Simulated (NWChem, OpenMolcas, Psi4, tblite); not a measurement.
# A ladder of methods for CHF3 (trifluoromethane)

The species is CHF3 (5 atoms), meant as a singlet with charge 0. SMILES: `FC(F)F`. Geometry: relaxed at PBE0-D4/def2-TZVP.

Each level gives the dipole moment (D). The values are calculated.

Q: The value from experiment is 1.65 D (NIST CCCBDB). From what is known of these methods, estimate their order from the nearest to it to the farthest.
A. revPBE/def2-SVPD (OpenMolcas)
B. M06-2X/def2-SVPD (NWChem)
C. SVWN5/def2-SVPD (OpenMolcas)
D. HF/def2-SVPD (NWChem)
E. wB97X/def2-SVPD (Psi4)

A: E (1.65 D, 0.00), B (1.70 D, +0.05), C (1.55 D, -0.10), A (1.49 D, -0.16), D (1.86 D, +0.21).

The dipole rises from the two semilocal functionals, which fall below experiment, through the two hybrids to Hartree-Fock, which overshoots most at 1.86 D. CHF3 is polar because fluorine draws electron density from carbon, leaving the hydrogen end positive. The three C–F bond dipoles partly cancel, but their resultant along the symmetry axis adds to the contribution from the C–H side. The moment is therefore a sensitive measure of how far charge is shifted towards fluorine. The spread probably reflects exact exchange favouring more polar C–F bonds, while electron correlation, absent from Hartree-Fock, moderates that polarity. Gradient correction brings no gain here, as revPBE lies farther from experiment than SVWN5.

The match of wB97X at 1.65 D supports its use for the charge distribution of this molecule, but not a general ranking of functionals. With a single modest basis set, the agreement could also owe something to cancellation between functional and basis-set errors.
